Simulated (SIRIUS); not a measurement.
The system is Zn.

```xyz
2
Lattice="2.6700 0.0000 0.0000 -1.3350 2.3123 0.0000 0.0000 0.0000 4.9660" Properties=species:S:1:pos:R:3 pbc="T T T"
Zn    1.3350    0.7708    3.7245
Zn    0.0000    1.5415    1.2415
```

Program: SIRIUS 7.10.0. Alike in all runs: task single point; no spin polarisation; cell as given; smearing fermi-dirac 0.05 eV.

Q: Order these runs on this cell by their pressure, lowest first.
A. level KT2; potentials or basis PseudoDojo 0.4.1 PBE standard (scalar relativistic); k mesh 8 × 8 × 4; cutoff (eV) 1152; libxc names ["XC_GGA_XC_KT2"]; radial cutoff for the potentials' integrals 6.5 bohr
B. level SOGGA; potentials or basis PseudoDojo 0.4.1 PBE standard (scalar relativistic); k mesh 8 × 8 × 4; cutoff (eV) 1152; libxc names ["XC_GGA_X_SOGGA", "XC_GGA_C_PBE"]; radial cutoff for the potentials' integrals 6.5 bohr
C. level BLYP; potentials or basis PseudoDojo 0.4.1 PBE standard (scalar relativistic); k mesh 8 × 8 × 4; cutoff (eV) 1152; libxc names ["XC_GGA_X_B88", "XC_GGA_C_LYP"]; radial cutoff for the potentials' integrals 6.5 bohr
D. level PBE; potentials or basis GBRV 1.5 PBE (ultrasoft); k mesh 9 × 9 × 5; cutoff (eV) 557; libxc names ["XC_GGA_X_PBE", "XC_GGA_C_PBE"]
E. level revPBE; potentials or basis PseudoDojo 0.4.1 PBE standard (scalar relativistic); k mesh 8 × 8 × 4; cutoff (eV) 1152; libxc names ["XC_GGA_X_PBE_R", "XC_GGA_C_PBE"]; radial cutoff for the potentials' integrals 6.5 bohr

A: B (-7.0 GPa), A (-5.2 GPa), D (-0.5 GPa), E (2.2 GPa), C (4.3 GPa).

Caveats: the potentials were made for another functional, which shifts forces and pressure (some runs).

The runs were made with more than one version of the program.
